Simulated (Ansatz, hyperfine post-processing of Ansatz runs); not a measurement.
# Reading the 31P spectrum of Na2FePCO7

Calculated values: DFT, PBEsol+U, plane-wave PAW, default files (PAW set soft_2), collinear spin, scalar-relativistic (Ansatz), contact and point-dipole shifts scaled to 320 K with Θ = 0 K (a pure Curie law); spin-only moments, above the ordering temperature.

```cif
data_structure
_symmetry_space_group_name_H-M 'P 1'
_symmetry_Int_Tables_number 1
_cell_length_a 5.3036
_cell_length_b 6.5545
_cell_length_c 8.9105
_cell_angle_alpha 86.952
_cell_angle_beta 88.592
_cell_angle_gamma 89.534
_cell_volume 309.21
loop_
_atom_site_label
_atom_site_type_symbol
_atom_site_fract_x
_atom_site_fract_y
_atom_site_fract_z
_atom_site_occupancy
Fe1 Fe 0.77792 0.76697 0.84685 1
Fe2 Fe 0.22208 0.23303 0.15315 1
P3 P 0.72426 0.25885 0.92735 1
P4 P 0.27574 0.74115 0.07265 1
Na5 Na 0.25120 0.49052 0.76473 1
Na6 Na 0.74880 0.50948 0.23527 1
Na7 Na 0.77184 0.22062 0.58370 1
Na8 Na 0.22816 0.77938 0.41630 1
O9 O 0.44065 0.27621 0.97476 1
O10 O 0.55935 0.72379 0.02524 1
O11 O 0.11599 0.74208 0.93046 1
O12 O 0.88401 0.25792 0.06954 1
O13 O 0.76954 0.06788 0.83531 1
O14 O 0.23046 0.93212 0.16469 1
O15 O 0.79222 0.44339 0.81803 1
O16 O 0.20778 0.55661 0.18197 1
O17 O 0.52886 0.75410 0.67015 1
O18 O 0.47114 0.24590 0.32985 1
O19 O 0.93728 0.76246 0.62325 1
O20 O 0.06272 0.23754 0.37675 1
O21 O 0.32636 0.29458 0.56483 1
O22 O 0.67364 0.70542 0.43517 1
C23 C 0.71204 0.73800 0.57065 1
C24 C 0.28796 0.26200 0.42935 1
```

31P MAS at 7.05 T (121.6 MHz), 60 kHz, 320 K; contact and dipolar shift alone, no orbital or quadrupolar part; lines under 1.5 % of the strongest are left out. Lines of the NMR spectrum (strongest = 100):

| position (ppm) | intensity |
| --- | --- |
| 19041.9 | 4.3 |
| 19535.2 | 20 |
| 20028.6 | 48 |
| 20521.9 | 100 |
| 21015.2 | 67 |
| 21508.5 | 14 |
| 22001.9 | 2.9 |

Q: Find the isotropic shifts among the lines and assign them to the P sites.

Sidebands are spaced by 493 ppm (the spinning rate over the resonance of 121.6 MHz). An isotropic line need not be the tallest: it is the area-weighted centre of its own family of sidebands, and the one that stays put when the rate is changed. Isotropic shifts: 20522 ppm for atom 3 and the 1 atom equivalent to it (4 Fe through links of 131 to 140° (2) and 144 to 147° (2)), reduced anisotropy -1174 ppm.

[Logs are printed without paths, hosts, clocks, repeated set-up lines and the standing remarks that a program may print on its own settings, such as how far it seeks lower states.]

[Hosts, paths, dates, database ids (printed as entryN), source tags and the programs' standing remarks are cut or masked in the printed files.]
